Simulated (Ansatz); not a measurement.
Input of an Ansatz 0.2.0 run:

The input input:

```
crystal:
  lattice:
    - [3.60640121, 0.0, 0.0]
    - [-1.8032006, 3.12323506, 0.0]
    - [0.0, 0.0, 3.57319416]
  atoms:
    - { symbol: Ga, position: [0.33333333, 0.66666667, 0.5] }
    - { symbol: As, position: [0.0, 0.0, 0.0] }
hamiltonian:
  xc: b3lyp
  pseudopotentials: { kind: paw }
kpoints:
  mp_grid: { grid: [5, 5, 4] }
scf:
  occupations: { method: fermi_dirac, width: 0.05 }
output:
  forces: true
  stress: true
  eigenvalues: true
relax:
  f_tol: 0.01
  max_steps: 40
  cell: { stress_tol: 0.05 }
```

Question: Predict the space group after relaxing (to 0.05 Å).

Answer: P-6m2 (No. 187).

Question: Predict the relaxed volume.

Answer: 21.98 Å³/atom.

The path:
| step | energy change (eV) | largest force (eV/Å) | volume (Å³) |
| --- | --- | --- | --- |
| 1 | 0.0000 | 0.0000 | 40.25 |
| 2 | -0.1152 | 0.0000 | 42.63 |
| 3 | -0.2064 | 0.0000 | 42.18 |
| 4 | -0.2290 | 0.0000 | 42.49 |
| 5 | -0.3366 | 0.0000 | 42.94 |
| 6 | -0.3929 | 0.0000 | 42.97 |
| 7 | -0.4033 | 0.0000 | 44.11 |
| 8 | -0.4048 | 0.0000 | 43.72 |
| 9 | -0.4048 | 0.0000 | 43.76 |
| 10 | -0.4105 | 0.0000 | 43.76 |
| 11 | -0.4107 | 0.0000 | 43.95 |
| 12 | -0.4107 | 0.0000 | 43.95 |

Caveat: the k mesh is coarse (spacing up to 0.44 Å⁻¹), so the values aren't converged, least of all with exact exchange; the plane-wave basis is chosen anew once the cell has moved, so the energies of steps on either side of that aren't comparable; the PAW data sets come from PBE, with cores solved anew for the run's functional, which leaves a small shift of forces and pressure.
